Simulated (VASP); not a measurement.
# ZnS (Wurtzite-6H) (P6_3mc) in VASP: a series of runs, part 2 of 2

VASP 6.6.1. Earlier steps stand in the parts before.

## (3) Relaxation of cell and atoms, RPBE+D4

Contents of INCAR:

```
  PREC = Accurate
  ENCUT = 600
  EDIFF = 1E-6
  ISMEAR = -1
  SIGMA = 0.05
  LREAL = False
  LASPH = True
  NELM = 100
  ALGO = Fast
  ISIF = 3
  LWAVE = False
  LCHARG = False
  GGA = RP
  IVDW = 13
  IBRION = 2
  NSW = 60
  EDIFFG = -0.005
```

Contents of KPOINTS:

```
Automatic mesh
0
Gamma
  8 8 2
```

Contents of POSCAR:

```
ZnS
1.0
    3.8120000000      0.0000000000      0.0000000000
   -1.9060000000      3.3012888392      0.0000000000
    0.0000000000      0.0000000000     18.6899900000
Zn S
6 6
Direct
    0.3333333333      0.6666666667      0.8333300000
    0.6666666667      0.3333333333      0.3333300000
    0.6666666667      0.3333333333      0.6666700000
    0.3333333333      0.6666666667      0.1666700000
    0.0000000000      0.0000000000      0.5000000000
    0.0000000000      0.0000000000      0.0000000000
    0.3333333333      0.6666666667      0.9583300000
    0.6666666667      0.3333333333      0.4583300000
    0.6666666667      0.3333333333      0.7916700000
    0.3333333333      0.6666666667      0.2916700000
    0.0000000000      0.0000000000      0.6250000000
    0.0000000000      0.0000000000      0.1250000000
```

Potentials or basis: VASP PAW PBE potentials, release 64 (Zn, S).

Launch:

```
cat potpaw_PBE.64/Zn/POTCAR potpaw_PBE.64/S/POTCAR > POTCAR
mpirun -np 1 vasp_std > vasp.out
```

OUTCAR:

```text
PREC = Accurate
   ENCUT = 600
   EDIFF = 1E-6
   ISMEAR = -1
   LREAL = False
   LASPH = True
   NELM = 100
   ISIF = 3
   GGA = RP
   IVDW = 13
   IBRION = 2
   NSW = 60
   EDIFFG = -0.005

 ion  position               nearest neighbor table
   1  0.333  0.667  0.833-   9 2.33   9 2.33   9 2.33   7 2.34
   2  0.667  0.333  0.333-  10 2.33  10 2.33  10 2.33   8 2.34
   3  0.667  0.333  0.667-  11 2.33  11 2.33  11 2.33   9 2.34
   4  0.333  0.667  0.167-  12 2.33  12 2.33  12 2.33  10 2.34
   5  0.000  0.000  0.500-   8 2.33   8 2.33   8 2.33  11 2.34
   6  0.000  0.000  0.000-   7 2.33   7 2.33   7 2.33  12 2.34
   7  0.333  0.667  0.958-   6 2.33   6 2.33   6 2.33   1 2.34
   8  0.667  0.333  0.458-   5 2.33   5 2.33   5 2.33   2 2.34
   9  0.667  0.333  0.792-   1 2.33   1 2.33   1 2.33   3 2.34
  10  0.333  0.667  0.292-   2 2.33   2 2.33   2 2.33   4 2.34
  11  0.000  0.000  0.625-   3 2.33   3 2.33   3 2.33   5 2.34
  12  0.000  0.000  0.125-   4 2.33   4 2.33   4 2.33   6 2.34

  LATTYP: Found a hexagonal cell.
 ALAT       =     3.8120000000
[... 352 lines left out ...]

 number of electron     108.0000118 magnetization

------------------------ aborting loop because EDIFF is reached ----------------------------------------
[... 95 lines left out ...]
--------------------------------------- Ionic step       14  -------------------------------------------

 number of electron     108.0000118 magnetization

 Free energy of the ion-electron system (eV)
  ---------------------------------------------------
  ext. energy  EPLUGINS =         0.00000000
  ---------------------------------------------------
  free energy    TOTEN  =       -36.86741108 eV

  energy without entropy =      -36.86741108  energy(sigma->0) =      -36.86741108

 E-fermi :   3.4753     XC(G=0):  -9.5132

 val. band max:        2.4252628311   @ k =   0.0000   0.0000   0.0000
 cond. band min:       4.8252090918   @ k =   0.0000   0.0000   0.0000
 fundamental gap:      2.3999462608
 Fermi energy:         3.4752886694

 k-point     1 :       0.0000    0.0000    0.0000
  band No.  band energies     occupation
      1     -10.8583      2.00000
      2     -10.6531      2.00000
      3     -10.6454      2.00000
      4     -10.1797      2.00000
      5     -10.1706      2.00000
      6      -9.9006      2.00000
[... 1372 lines left out ...]
  FREE ENERGIE OF THE ION-ELECTRON SYSTEM (eV)
  ---------------------------------------------------
  free  energy   TOTEN  =       -44.2373752490 eV

  energy  without entropy=      -44.2373752489  energy(sigma->0) =      -44.23737525

 reached required accuracy - stopping structural energy minimisation
```

OSZICAR:

```text
N       E                     dE             d eps       ncg     rms          rms(c)
DAV:   1     0.103419597760E+04    0.10342E+04   -0.53500E+04  2560   0.226E+03
DAV:   2     0.125891262304E+03   -0.90830E+03   -0.87790E+03  2560   0.534E+02
DAV:   3    -0.298920152058E+02   -0.15578E+03   -0.15239E+03  2880   0.186E+02
[... 105 lines left out ...]
DAV:   1    -0.368676010856E+02   -0.28986E-03   -0.24298E-05  3000   0.554E-02    0.848E-03
RMM:   2    -0.368676001146E+02    0.97108E-06   -0.64237E-06  1931   0.180E-02
  13 F= -.44237376E+02 E0= -.44237376E+02  d E =-.210827E-04
       N       E                     dE             d eps       ncg     rms          rms(c)
DAV:   1    -0.368674114221E+02    0.18966E-03   -0.92202E-06  2552   0.275E-02    0.499E-03
RMM:   2    -0.368674110838E+02    0.33833E-06   -0.24248E-06  1389   0.114E-02
  14 F= -.44237375E+02 E0= -.44237375E+02  d E =-.205468E-04
```

CONTCAR:

```text
ZnS
   1.00000000000000
     3.7927718614356416   -0.0000000000000000   -0.0000000000000000
    -1.8963859307178208    3.2846367827361758    0.0000000000000000
    -0.0000000000000000   -0.0000000000000000   18.6004561386634819
  Zn              S
     6     6
Direct
     0.3333333332999970    0.6666666667000030    0.8332665991170222
     0.6666666667000030    0.3333333332999970    0.3332665991170219
     0.6666666667000030    0.3333333332999970    0.6667648521628832
     0.3333333332999970    0.6666666667000030    0.1667648521628833
     0.0000000000000000    0.0000000000000000    0.4999970465775036
     0.0000000000000000    0.0000000000000000    0.9999970465775033
     0.3333333332999970    0.6666666667000030    0.9581663601391541
     0.6666666667000030    0.3333333332999970    0.4581663601391541
     0.6666666667000030    0.3333333332999970    0.7916668772374558
     0.3333333332999970    0.6666666667000030    0.2916668772374558
     0.0000000000000000    0.0000000000000000    0.6251382647659816
     0.0000000000000000    0.0000000000000000    0.1251382647659814

  0.00000000E+00  0.00000000E+00  0.00000000E+00
  0.00000000E+00  0.00000000E+00  0.00000000E+00
  0.00000000E+00  0.00000000E+00  0.00000000E+00
  0.00000000E+00  0.00000000E+00  0.00000000E+00
  0.00000000E+00  0.00000000E+00  0.00000000E+00
  0.00000000E+00  0.00000000E+00  0.00000000E+00
  0.00000000E+00  0.00000000E+00  0.00000000E+00
  0.00000000E+00  0.00000000E+00  0.00000000E+00
  0.00000000E+00  0.00000000E+00  0.00000000E+00
  0.00000000E+00  0.00000000E+00  0.00000000E+00
  0.00000000E+00  0.00000000E+00  0.00000000E+00
  0.00000000E+00  0.00000000E+00  0.00000000E+00
```

It took 29 min on 1 thread of Intel Xeon 6975P-C (Granite Rapids), shared host; peak memory 0.55 GiB.

What came out:

* Free energy: -44.2374 eV
* Relaxed volume: 19.31 Å³/atom
* Relaxed cell: a = 3.793 Å, b = 3.793 Å, c = 18.600 Å, α = 90.00°, β = 90.00°, γ = 120.00°
* Space group after relaxing (to 0.05 Å): P6_3mc (No. 186)
* Energy gained by relaxing: 1.0 meV/atom
* Ionic steps: 14
* Pressure after relaxing: 0.0 GPa
* Largest force after relaxing: 0.004 eV/Å
* Band gap on the k mesh: 2.40 eV, direct
* Dispersion energy per atom: -0.614 eV

Forces on the atoms (eV/Å):
```
Zn   0.000  0.000 -0.004
Zn   0.000  0.000 -0.004
Zn   0.000  0.000  0.002
Zn   0.000  0.000  0.002
Zn   0.000  0.000  0.001
Zn   0.000  0.000  0.001
S    0.000  0.000  0.000
S    0.000  0.000  0.000
S    0.000  0.000  0.002
S    0.000  0.000  0.002
S    0.000  0.000  0.000
S    0.000  0.000  0.000
```

The path:
```csv
step,energy change (eV),largest force (eV/Å),pressure (GPa),volume (Å³)
1,0.0000,0.0288,-1.01,235.20
2,-0.0112,0.0155,0.16,231.01
3,-0.0117,0.0168,0.08,231.58
4,-0.0117,0.0173,0.01,231.82
5,-0.0117,0.0174,-0.06,231.88
6,-0.0118,0.0091,-0.02,231.87
7,-0.0118,0.0072,-0.02,231.87
8,-0.0118,0.0080,0.00,231.86
9,-0.0118,0.0127,-0.02,231.84
10,-0.0118,0.0085,-0.04,231.85
11,-0.0118,0.0020,0.03,231.64
12,-0.0119,0.0057,0.01,231.72
13,-0.0119,0.0077,-0.01,231.73
14,-0.0119,0.0044,0.02,231.72
```

Final structure:
```xyz
12
Lattice="3.7928 0.0000 0.0000 -1.8964 3.2846 0.0000 0.0000 0.0000 18.6005" Properties=species:S:1:pos:R:3 pbc="T T T"
Zn    0.0000    2.1898   15.4991
Zn    1.8964    1.0949    6.1989
Zn    1.8964    1.0949   12.4021
Zn    0.0000    2.1898    3.1019
Zn    0.0000    0.0000    9.3002
Zn    0.0000    0.0000   18.6004
S     0.0000    2.1898   17.8223
S     1.8964    1.0949    8.5221
S     1.8964    1.0949   14.7254
S     0.0000    2.1898    5.4251
S     0.0000    0.0000   11.6279
S     0.0000    0.0000    2.3276
```

Levels at points of the mesh, in eV from the valence-band top:
```tsv
k point	band 50	band 51	band 52	band 53	band 54	band 55	band 56	band 57	band 58	band 59
(0.00, 0.00, 0.00)	-0.25	-0.25	-0.02	0.00	0.00	2.40	3.38	3.44	3.49	3.57
(0.50, 0.00, 0.00)	-1.51	-1.29	-1.29	-1.11	-0.90	3.58	3.69	3.73	4.00	4.14
(0.00, 0.00, 0.50)	-0.48	-0.07	-0.07	-0.07	-0.07	2.86	2.86	3.43	3.43	3.71
(0.50, 0.00, 0.50)	-1.64	-1.24	-1.24	-1.01	-1.01	3.50	3.50	3.97	3.97	4.26
```

Caveat: the PAW data sets were made with another functional, which shifts forces and pressure a little.

## (4) Relaxation of cell and atoms, revPBE+D3

Contents of INCAR:

```
SYSTEM = ZnS
PREC = Accurate ; ENCUT = 600
EDIFF = 1E-6 ; ISMEAR = -1
SIGMA = 0.05 ; LREAL = .FALSE.
LASPH = .TRUE. ; NELM = 60
ALGO = Normal ; ISIF = 3
LWAVE = .FALSE. ; LCHARG = .FALSE.
GGA = RE ; IVDW = 11
IBRION = 2 ; NSW = 60
EDIFFG = -0.01
```

Contents of KPOINTS:

```
Automatic mesh
0
G
  8 8 2
  0 0 0
```

POSCAR is that of step 3.

Launch:

```
cat potpaw_PBE.64/Zn/POTCAR potpaw_PBE.64/S/POTCAR > POTCAR
mpirun -np 1 vasp_std > vasp.out
```

It took 21 min on 1 thread of Intel Xeon 6975P-C (Granite Rapids), shared host; peak memory 0.55 GiB.

Results (log left out):

* Free energy: -43.3725 eV
* Relaxed volume: 19.25 Å³/atom
* Relaxed cell: a = 3.789 Å, b = 3.789 Å, c = 18.583 Å, α = 90.00°, β = 90.00°, γ = 120.00°
* Space group after relaxing (to 0.05 Å): P6_3mc (No. 186)
* Energy gained by relaxing: 1.6 meV/atom
* Ionic steps: 6
* Pressure after relaxing: 0.0 GPa
* Largest force after relaxing: 0.008 eV/Å
* Band gap on the k mesh: 2.37 eV, direct
* Dispersion energy per atom: -0.498 eV

Forces in eV/Å, atoms in the order of the input:
```
Zn   0.000  0.000 -0.008
Zn   0.000  0.000 -0.008
Zn   0.000  0.000  0.005
Zn   0.000  0.000  0.005
Zn   0.000  0.000  0.007
Zn   0.000  0.000  0.007
S    0.000  0.000  0.002
S    0.000  0.000  0.002
S    0.000  0.000  0.002
S    0.000  0.000  0.002
S    0.000  0.000 -0.008
S    0.000  0.000 -0.008
```

The path:
```tsv
step	energy change (eV)	largest force (eV/Å)	pressure (GPa)	volume (Å³)
1	0.0000	0.0261	-1.41	235.20
2	-0.0165	0.0168	0.59	229.40
3	-0.0193	0.0194	0.02	230.95
4	-0.0193	0.0194	-0.01	231.04
5	-0.0194	0.0116	-0.01	231.04
6	-0.0194	0.0080	-0.02	231.04
```

Final structure:
```
CELL_PARAMETERS angstrom
3.78890 0.00000 0.00000
-1.89445 3.28129 0.00000
0.00000 0.00000 18.58346
ATOMIC_POSITIONS crystal
Zn 0.33333 0.66667 0.83331
Zn 0.66667 0.33333 0.33331
Zn 0.66667 0.33333 0.66677
Zn 0.33333 0.66667 0.16677
Zn 0.00000 0.00000 0.50000
Zn 0.00000 0.00000 0.00000
S 0.33333 0.66667 0.95816
S 0.66667 0.33333 0.45816
S 0.66667 0.33333 0.79163
S 0.33333 0.66667 0.29163
S 0.00000 0.00000 0.62512
S 0.00000 0.00000 0.12512
```

Levels at points of the mesh, in eV from the valence-band top:
```csv
k point,band 51,band 52,band 53,band 54,band 55,band 56,band 57,band 58
"(0.00, 0.00, 0.00)",-0.25,-0.03,0.00,0.00,2.37,3.35,3.42,3.47
"(0.50, 0.00, 0.00)",-1.30,-1.29,-1.12,-0.90,3.54,3.65,3.69,3.97
"(0.00, 0.00, 0.50)",-0.07,-0.07,-0.07,-0.07,2.83,2.83,3.40,3.40
"(0.50, 0.00, 0.50)",-1.25,-1.25,-1.01,-1.01,3.46,3.46,3.94,3.94
```

Caveat: the PAW data sets were made with another functional, which shifts forces and pressure a little. A k mesh can miss the band edges.

## (5) Single point, PBE

Contents of INCAR:

```
ALGO = Normal
EDIFF = 1E-6
ENCUT = 520
GGA = PE
ISIF = 2
ISMEAR = 0
LASPH = True
LCHARG = False
LREAL = False
LWAVE = False
NELM = 80
PREC = Accurate
SIGMA = 0.011
```

Contents of KPOINTS:

```
k-points
0
Gamma
  8 8 2
```

POSCAR is that of step 4.

Launch:

```
cat potpaw_PBE.64/Zn/POTCAR potpaw_PBE.64/S/POTCAR > POTCAR
mpirun -np 1 vasp_std > vasp.out
```

Run time: 7.1 min. Hardware: 1 thread of Intel Xeon Platinum 8559C (Emerald Rapids), shared host; peak memory 0.42 GiB.

Results (log left out):

```yaml
Free_energy: -41.0523 eV
Pressure: 2.3 GPa
Largest_force: 0.030 eV/Å
Band_gap_on_the_k_mesh: 2.17 eV, direct
```

Forces in eV/Å, atoms in the order of the input:
```
Zn   0.000  0.000  0.001
Zn   0.000  0.000  0.001
Zn   0.000  0.000  0.015
Zn   0.000  0.000  0.015
Zn   0.000  0.000 -0.004
Zn   0.000  0.000 -0.004
S    0.000  0.000 -0.030
S    0.000  0.000 -0.030
S    0.000  0.000 -0.007
S    0.000  0.000 -0.007
S    0.000  0.000  0.024
S    0.000  0.000  0.024
```

Levels at points of the mesh, in eV from the valence-band top:
| k point | band 52 | band 53 | band 54 | band 55 | band 56 | band 57 |
| --- | --- | --- | --- | --- | --- | --- |
| (0.00, 0.00, 0.00) | -0.02 | 0.00 | 0.00 | 2.17 | 3.22 | 3.26 |
| (0.50, 0.00, 0.00) | -1.26 | -1.10 | -0.88 | 3.44 | 3.57 | 3.61 |
| (0.00, 0.00, 0.50) | -0.07 | -0.07 | -0.07 | 2.65 | 2.65 | 3.28 |
| (0.50, 0.00, 0.50) | -1.22 | -0.99 | -0.99 | 3.37 | 3.37 | 3.85 |

Caveat: the cell's inner coordinates are idealised or old, which leaves forces on the atoms.

## (6) Summary

| task | level | cell | cutoff (eV) | smearing | gap on the mesh (eV) | pressure (GPa) | relaxed volume (Å³/atom) | largest force (eV/Å) |
| --- | --- | --- | --- | --- | --- | --- | --- | --- |
| relaxation of cell and atoms | RPBE+D3(BJ) | relaxed | 600 | fermi-dirac 0.05 eV | 2.68 | 0.0 | 18.16 | 0.01 |
| relaxation of cell and atoms | RPBE+D4 | relaxed | 600 | fermi-dirac 0.05 eV | 2.40 | 0.0 | 19.31 | - |
| relaxation of cell and atoms | revPBE+D3 | relaxed | 600 | fermi-dirac 0.05 eV | 2.37 | 0.0 | 19.25 | 0.01 |
| single point | PBE | as given | 520 | gaussian 0.011 eV | 2.17 | 2.3 | - | 0.03 |

Alike in all rows: potentials or basis VASP PAW PBE potentials, release 64 (Zn, S); no spin polarisation; k mesh 8 × 8 × 2.

Caveats: the PAW data sets were made with another functional, which shifts forces and pressure a little (some runs); the cell's inner coordinates are idealised or old, which leaves forces on the atoms (some runs).

Absolute energies hang on the potentials; compare differences alone.

## (7) How close it comes

Step 5. A measured gap of ZnS is 3.911 eV (direct; 4 K; a printed reference work, monograph); the calculated 2.17 eV misses it by -1.74 eV. The value is that of PBE on a finite k mesh, which can miss the band edges, without temperature or zero-point motion. Semilocal functionals fall short of measured gaps as a rule.
